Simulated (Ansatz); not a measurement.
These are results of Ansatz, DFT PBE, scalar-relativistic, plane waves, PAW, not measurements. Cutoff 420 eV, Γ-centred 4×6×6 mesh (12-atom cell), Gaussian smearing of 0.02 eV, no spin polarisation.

Formation energies are uncorrected and count from the elements' standard states at the same level.

Task: Give a relaxed trial structure of an orthorhombic wide-gap insulator that holds F and 1 more element, with a gap near 7.2 eV, a formation energy near −2.93 eV/atom and a density near 1.96 g/cm³, in a cell of 12 atoms. Its symmetry should be Aem2 (No. 39).

Result: LiF, space group Aem2 (No. 39). Around Li on a site of symmetry 1 lie 4 F at 1.88–1.95 Å; Li on a site of symmetry m is surrounded by 4 F at 1.86–1.89 Å; F on a site of symmetry 1 is surrounded by 4 Li at 1.86–1.95 Å; F on a site of symmetry m is surrounded by 4 Li at 1.88–1.89 Å.

```xyz
12
Lattice="5.5929 0.0000 0.0000 0.0000 4.8649 2.4230 0.0000 -4.8649 2.4230" Properties=species:S:1:pos:R:3 pbc="T T T"
Li    1.8965    0.9108    1.4767
Li    3.6964   -0.9108    1.4767
Li    1.8965   -0.9108    3.8998
Li    3.6964    0.9108    3.8998
Li    4.7127    2.4325    1.4782
Li    0.8802   -2.4325    1.4782
F     3.7691    0.9158    0.9452
F     1.8237   -0.9158    0.9452
F     3.7691   -0.9158    3.3682
F     1.8237    0.9158    3.3682
F     0.9341   -2.4325    3.3701
F     4.6588    2.4325    3.3701
```

| Quantity | Value |
| --- | --- |
| Volume per atom | 10.99 Å³ |
| Density | 1.96 g/cm³ |
| Formation energy | −2.925 eV/atom |
| Gap on the 4×6×6 mesh of the 12-atom cell | 7.24 eV |

It was reached by relaxing an invented guess, and it needn't be the stable form of this composition. The answer needn't be unique; the calculation gave this one.

Kohn–Sham gaps at this level usually fall short of measured ones. A later test with randomly moved atoms came back to the same energy, though modes that don't fit the test's cell weren't probed. Another cell of LiF relaxed alike, in Fm-3m, lies 20 meV/atom lower, so this cell isn't the stable form at this level.
